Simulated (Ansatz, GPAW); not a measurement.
Given: the input of a run of Ansatz 0.2.0 on SiNi3. 

input.yaml

```yaml
crystal:
  lattice:
    - [3.542, 0.0, 0.0]
    - [0.0, 3.542, 0.0]
    - [0.0, 0.0, 3.542]
  atoms:
    - { symbol: Ni, position: [0.5, 0.5, 0.0], spin: 1.0 }
    - { symbol: Ni, position: [0.5, 0.0, 0.5], spin: 1.0 }
    - { symbol: Ni, position: [0.0, 0.5, 0.5], spin: 1.0 }
    - { symbol: Si, position: [0.0, 0.0, 0.0] }
kpoints:
  mp_grid: { grid: [8, 8, 8] }
scf:
  occupations: { method: fermi_dirac, width: 0.05 }
hamiltonian:
  xc: pbesol
  pseudopotentials: { kind: all_electron, lapw: { basis_error: 0.001 } }
magnetization:
  spin_polarized: true
output:
  forces: true
  stress: true
  eigenvalues: true
  populations: true
```

Potentials or basis: all-electron LAPW, scalar-relativistic.

Command:

```console
$ ansatz run input.yaml --threads 4 --pin off --max-ram 12288MiB --backend cpu --events-out ev --progress --plain --runs-dir out
```

Problem. Translate it to GPAW 26.7.0 (ASE script). Potentials or basis there: PAW data sets generated for this functional, cutoff 600 eV.

Solution. As run (cutoffs and basis follow the program's own potentials, and thresholds, step limits or extra output files can differ):

The input run.py:

```python
from ase import Atoms
from ase.dft.bandgap import bandgap
from ase.io import write
from ase.units import Bohr, GPa
from gpaw import GPAW, PW, setup_paths
from gpaw.elf import elf_from_dft_calculation

setup_paths.insert(0, '.')

atoms = Atoms(['Ni', 'Ni', 'Ni', 'Si'],
              cell=[[3.542, 0.0, 0.0],
                    [0.0, 3.542, 0.0],
                    [0.0, 0.0, 3.542]],
              scaled_positions=[[0.5, 0.5, 0.0],
                                [0.5, 0.0, 0.5],
                                [0.0, 0.5, 0.5],
                                [0.0, 0.0, 0.0]],
              pbc=True)
atoms.set_initial_magnetic_moments([1.0, 1.0, 1.0, 0.0])

calc = GPAW(mode=PW(600),
            xc='PBEsol',
            kpts={'size': (8, 8, 8), 'gamma': True},
            occupations={'name': 'fermi-dirac', 'width': 0.05},
            nbands=45,
            convergence={'density': 1e-05, 'energy': 1e-05},
            maxiter=150,
            txt='gpaw.txt')
atoms.calc = calc
energy = atoms.get_potential_energy()
forces = atoms.get_forces()
stress = atoms.get_stress()
calc.write('gs.gpw')
write('result.traj', atoms)
print(f'Energy: {energy:.6f} eV')
print('Forces (eV/A):')
print(forces.round(4))
print('Stress (GPa):', (stress / GPa).round(3))
print('Moments:', calc.get_magnetic_moments().round(3))
print('Fermi level:', round(calc.get_fermi_level(), 4), 'eV')
print(f'Gap: {bandgap(calc)[0]:.4f} eV, direct: {bandgap(calc, direct=True)[0]:.4f} eV')

# fields on the real-space grid
write('density.cube', atoms, data=calc.get_pseudo_density() * Bohr**3)
write('potential.cube', atoms, data=calc.get_electrostatic_potential())
write('spin.cube', atoms, data=(calc.get_pseudo_density(spin=0) - calc.get_pseudo_density(spin=1)) * Bohr**3)
write('elf.cube', atoms, data=elf_from_dft_calculation(calc).data)
```

Potentials or basis: PAW data sets generated in the run's folder for this functional, pw.

The run is started by

```bash
$ gpaw-setup -f PBEsol Ni Si
$ OMP_NUM_THREADS=1 python run.py
```

Both were run:

|  | Ansatz | GPAW |
| --- | --- | --- |
| Pressure | -14.1 GPa | -12.0 GPa |
| Net moment | 0.00 μB per cell | 0.00 μB per cell |

Where Ansatz's input types no cutoff or centring, it takes its own default and a Γ-centred mesh.

The magnetic state is the one that the start led to; the real crystal's order can differ.

The cell lies far from this level's equilibrium.

Pressure is positive in compression.
